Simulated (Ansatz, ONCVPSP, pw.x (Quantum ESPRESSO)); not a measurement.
## What a changed setting does to a pw.x run (fcc W)

Potential: optimised norm-conserving Vanderbilt (ONCV), ONCVPSP 4.0.1.1 (patched build), PBE; core [Kr] 4d10 4f14, reference 5s2 5p6 5d4 6s2; waves: 5s+6s: rc 1.50 bohr, ncon 4, nbas 8, qcut 6.7 1/bohr, 2 projectors; 5p: rc 1.50 bohr, ncon 4, nbas 7, qcut 8 1/bohr, 3 projectors, debl 2.5 Ha; 5d: rc 2.65 bohr, ncon 3, nbas 7, qcut 5.7 1/bohr, 2 projectors, debl 1.7 Ha; local part: polynomial inside 1.20 bohr (lpopt 3, dvloc0 4 Ha); core correction: Teter function, fcfact 4, rcfact 1.75.

The reference run (k-mesh 14³, cutoffs 110/440 Ry, Fermi–Dirac 0.01 Ry, mixing_beta 0.4, conv_thr 1e-9, no spin) gives -2.67 GPa at 16.478 Å³/atom, where all-electron LAPW gives -0.06 GPa. This run, with its own iteration cap, changes mixing_mode to TF.

```
&control
  calculation='scf', prefix='x', pseudo_dir='./', outdir='./tmp', tstress=.true., disk_io='none'
/
&system
  ibrav=0, nat=1, ntyp=1, ecutwfc=110, ecutrho=440, nbnd=15,
  occupations='smearing', smearing='fd', degauss=0.01
/
&electrons
  conv_thr=1e-09, mixing_beta=0.4, electron_maxstep=70, mixing_mode='TF'
/
ATOMIC_SPECIES
W 1.0 W.UPF
CELL_PARAMETERS angstrom
  0.00000000 2.01972156 2.01972156
  2.01972156 0.00000000 2.01972156
  2.01972156 2.01972156 0.00000000
ATOMIC_POSITIONS crystal
W 0.0000 0.0000 0.0000
K_POINTS automatic
14 14 14 0 0 0
```

```bash
pw.x < W.scf.in > W.scf.out
```

Question: How does the run end?

Answer: It converges in 8 iterations; the free energy moves by +0.0 meV/atom and the pressure by +0.00 GPa. The result is that of the reference run.

```
Message from routine setup:
     using ibrav=0 with symmetry is DISCOURAGED, use correct ibrav instead
     lattice parameter (alat)  =       5.3977  a.u.
     unit-cell volume          =     111.1991 (a.u.)^3
     number of electrons       =        14.00
     number of Kohn-Sham states=           15
     kinetic-energy cutoff     =     110.0000  Ry
     charge density cutoff     =     440.0000  Ry
     scf convergence threshold =      1.0E-09
     Exchange-correlation= PBE
     number of k points=   104  Fermi-Dirac smearing, width (Ry)=  0.0100
     iteration #  1     ecut=   110.00 Ry     beta= 0.40
     total energy              =    -159.03986018 Ry
     estimated scf accuracy    <       0.03703086 Ry
     iteration #  2     ecut=   110.00 Ry     beta= 0.40
     total energy              =    -159.03199010 Ry
     estimated scf accuracy    <       0.01635001 Ry
     iteration #  3     ecut=   110.00 Ry     beta= 0.40
     total energy              =    -159.03460382 Ry
     estimated scf accuracy    <       0.00008503 Ry
     iteration #  4     ecut=   110.00 Ry     beta= 0.40
     total energy              =    -159.03461592 Ry
     estimated scf accuracy    <       0.00002394 Ry
     iteration #  5     ecut=   110.00 Ry     beta= 0.40
     total energy              =    -159.03462082 Ry
     estimated scf accuracy    <       0.00000051 Ry
     iteration #  6     ecut=   110.00 Ry     beta= 0.40
     total energy              =    -159.03462092 Ry
     estimated scf accuracy    <       0.00000004 Ry
     iteration #  7     ecut=   110.00 Ry     beta= 0.40
     total energy              =    -159.03462091 Ry
     estimated scf accuracy    <       0.00000002 Ry
     iteration #  8     ecut=   110.00 Ry     beta= 0.40
     the Fermi energy is    21.2388 ev
!    total energy              =    -159.03462091 Ry
     estimated scf accuracy    <          1.3E-10 Ry
     smearing contrib. (-TS)   =      -0.00528263 Ry
     The total energy is F=E-TS. E is the sum of the following terms:
     one-electron contribution =     -14.58639598 Ry
     hartree contribution      =      16.13428464 Ry
     xc contribution           =     -42.85404761 Ry
     ewald contribution        =    -117.72317934 Ry
     convergence has been achieved in   8 iterations
          total   stress  (Ry/bohr**3)                   (kbar)     P=      -26.61
     Message from routine punch:
     Nothing written, as per user request (disk_io='none')
```

The run took about 27 s on one core of a shared host (Intel(R) Xeon(R) 6975P-C, 192 threads, 1512 GiB, load 56).
